**Q:** This crystal is a form of diamond, with four equal bonds at every atom. Why isn't its lowest empty level directly above its highest filled one?

Kohn–Sham levels of carbon in a four-atom P6_3/mmc cell, calculated with ABINIT 10.8.3 using revPBE, JTH PAW PBE v2.0 datasets, a 544 eV plane-wave cutoff and a 12×12×7 k mesh, without spin polarisation or spin–orbit coupling. At each mesh point shown, the four levels under the gap and the two over it are given relative to the valence top.

| point a (reciprocal cell vector) | point b (reciprocal cell vector) | point c (reciprocal cell vector) | level under 4 (eV) | level under 3 (eV) | level under 2 (eV) | level under 1 (eV) | level over 1 (eV) | level over 2 (eV) |
| --- | --- | --- | --- | --- | --- | --- | --- | --- |
| 0.0000 | 0.0000 | 0.0000 | -3.289 | -0.456 | 0.000 | 0.000 | 4.756 | 4.756 |
| 0.2500 | 0.0000 | 0.0000 | -5.295 | -4.474 | -2.623 | -1.834 | 4.727 | 7.251 |
| 0.5000 | 0.0000 | 0.0000 | -9.370 | -6.614 | -6.012 | -3.084 | 4.208 | 8.170 |
| 0.3333 | 0.3333 | 0.0000 | -9.623 | -7.314 | -7.314 | -6.854 | 3.414 | 12.110 |
| 0.3333 | 0.3333 | 0.2857 | -10.584 | -8.058 | -5.227 | -5.227 | 5.752 | 9.151 |
| 0.0000 | 0.0000 | 0.4286 | -2.311 | -2.311 | -1.634 | -1.634 | 6.659 | 6.659 |
| 0.3333 | 0.3333 | 0.4286 | -9.910 | -9.031 | -4.328 | -4.328 | 7.888 | 7.888 |

**A:** Start with where the rows lie. The three point columns are coordinates along the reciprocal cell vectors, so row 1 is the zone centre Γ, row 3 is M and row 4 is K. On the k mesh of this calculation the highest filled level is at Γ, where energies are counted from, and the lowest empty one is at K, at 3.414 eV. An edge between mesh points would be missed, so the true gap of this cell could be somewhat smaller.

Light carries almost no crystal momentum, so an electron crossing from Γ to K by absorbing light needs help from a lattice vibration. Without that help it needs the direct gap, which is smallest at Γ on this mesh, at 4.756 eV.

**Q:** Then the filled and empty levels must be closer together at K than at Γ?

**A:** They are much further apart. The direct gap at K is 10.27 eV, more than twice that at Γ. K wins only because both edges lie low there: the middle of the gap is 4.1 eV lower than at Γ. Half of the widening lifts the empty level by 2.76 eV, the fall of the middle lowers it by 4.10 eV, and the net result is a drop of 1.34 eV. So there are two things to explain, the widening and the fall.

**Q:** What widens the gap?

**A:** The way neighbouring p orbitals add up. The crystal consists of puckered layers joined by bonds along c, which I'll call axial bonds. Symmetry makes the edge states at Γ and K combinations of p orbitals lying in the layer plane, as long as we describe them with s and p orbitals only. Let $V_r$ be the coupling of two such orbitals that point along the in-plane direction of a bond, and $V_t$ that of two lying across it. The first is mainly head-on (σ) overlap, the second is sideways (π) overlap, and they have opposite signs.

At Γ every cell has the same phase, so the two couplings partly cancel. At K the phase advances by a third of a turn from one in-layer neighbour to the next, and the couplings reinforce each other. Half the direct gap is then

$$\text{at Γ: } \tfrac32(V_r-|V_t|)-|V_t|,\qquad \text{at K: } \tfrac32(V_r+|V_t|)-|V_t|.$$

The last term comes from the axial bond and is the same in both. The gap at K must therefore be the wider one, as the table shows, though formulas this simple don't give the size of the widening reliably.

**Q:** And the fall of the middle?

**A:** There this picture fails. With orthogonal s and p orbitals and nearest neighbours only, the filled and empty edge states sit symmetrically about one p energy, so the middle should stay put. Farther neighbours, further orbitals or both must shift it. For the empty state I suspect the open channels that run along c: symmetry forces the empty pair at Γ to vanish on the channel axis, while the single state at K may spread into the channel and so lower its energy. A plot of the density of that empty state itself would show whether it does spread there.

**Q:** Row 2 lies halfway from Γ to M, and row 3 is M itself. Why are there no equal pairs in either?

**A:** At Γ the threefold axis makes the two in-plane directions equivalent, so states built from in-plane p orbitals come in pairs. A wave travelling towards M singles out one direction, and the pairs split. In row 2 the two lowest empty levels are already 2.5 eV apart, although the lower one has hardly moved from its value at Γ. At M the lowest empty level has come down to 4.208 eV, still 0.79 eV above K.

**Q:** Rows 4, 5 and 7 share the same in-plane position. Yet the top filled level is single in row 4 and a pair in the other two. Has a band split or merged?

**A:** No, the levels have changed places. Each column ranks energies and doesn't follow one band. At K the top filled state is bonding within the layers but antibonding sideways across the axial bonds. Moving along c turns the phase from layer to layer and weakens that antibonding contact, so the state falls by 1.2 eV on the way to row 5. It started only 0.46 eV above the pair, so this fall alone is enough to put it underneath. The pair also rises, by 2.1 eV.

**Q:** Does the lowest empty state do the opposite?

**A:** Yes. It is antibonding within the layers but gains from sideways bonding across the axial bonds. The phase turn weakens that gain, and the level climbs by 2.3 eV from K to row 5. By row 7 it has risen past an empty pair at 7.888 eV, which is now the lowest empty level. The simple picture would move the filled and empty states by equal amounts, whereas the empty one moves about twice as far, so it gives the direction and not the size.

**Q:** Row 6 is directly above Γ along c. Why does it show two filled pairs so close together?

**A:** They are two parts of one band. A screw axis makes successive layers equivalent, so the electron sees a repeat of half the cell height, and the band is folded back once. Let $q$ be the coordinate in the column point c. The phase step between layers is $\pi q$ for one part and $\pi q+\pi$ for the other. To lowest order the axial contact then gives

$$E=\bar E\pm\tfrac12W\cos(\pi q),$$

where $\bar E$ is the mean energy of the two pairs at Γ and $W$ is their separation there.

**Q:** Can you put numbers in?

**A:** The upper pair at Γ is at zero. I take the level at −3.289 eV as one member of the lower pair, which is what folding the bands of ordinary diamond suggests. At $q=0.4286$ the separation should be $3.289\times\cos(0.4286\,\pi)=0.73$ eV. The calculation gives 0.677 eV, so the estimate is about 8 % too large, and row 6 played no part in making it. At $q=\tfrac12$, the true zone face, the cosine is zero and the pairs merge.

The formula does less well for the position of the pairs: their mean lies about 0.3 eV lower than it predicts. The next term in the expansion shifts both pairs equally, so it spoils the position and leaves the separation alone. The output below lists these comparisons.

**Q:** How far would you trust the energies themselves?

**A:** I'd trust the order of the lowest empty levels at Γ, M and K more than their exact heights. The cell is squeezed along c, with a stress of about 24 GPa, while the in-plane stress is close to zero. That matters most for small splittings, such as the 0.456 eV between the top pair at Γ and the single level below it. Functionals of this kind also make the gaps of diamond-like crystals too small, so 3.4 eV shouldn't be used as a measured absorption edge.

The analysis program printed:

```
Gaps and splittings in eV:
     row  vertical gap  gap midpoint  lowest empty level above its minimum  top two filled levels apart  lowest two empty levels apart
     0.0         4.756         2.378                                 1.342                            0                              0
    0.25         6.561         1.447                                 1.313                        0.789                          2.524
     0.5         7.292         0.562                                 0.794                        2.928                          3.962
  0.3333         10.27         -1.72                                     0                         0.46                          8.696
  0.3333         10.98        0.2625                                 2.338                            0                          3.399
     0.0         8.293         2.513                                 3.245                            0                              0
  0.3333         12.22          1.78                                 4.474                            0                              0
Vertical gap at K divided by that at Gamma: 2.159
Widening of the vertical gap from Gamma to K in eV: 5.512
Half of that widening in eV: 2.756
Change of the gap midpoint from Gamma to K in eV: -4.098
Net change of the lowest empty level from Gamma to K in eV: -1.342
Rise of the upper filled doublet from K to row 5 in eV: 2.087
Rise of the upper filled doublet from K to row 7 in eV: 2.986
Change of the upper filled singlet from K to row 5 in eV: -1.204
Change of the upper filled singlet from K to row 7 in eV: -2.177
Rise of the lowest empty singlet from K to row 5 in eV: 2.338
Separation of filled and empty singlet in row 5 in eV: 13.81
Gamma doublet above the singlet below it in eV: 0.456
Gamma top doublet above the fourth printed level in eV: 3.289
Separation of the filled pairs in row 6 in eV: 0.677
Cosine estimate of that separation in eV: 0.7316
Estimate above the computed separation in percent: 8.063
Midpoint of the filled pairs in row 6 in eV: -1.972
Midpoint that the cosine alone would give in eV: -1.645
```
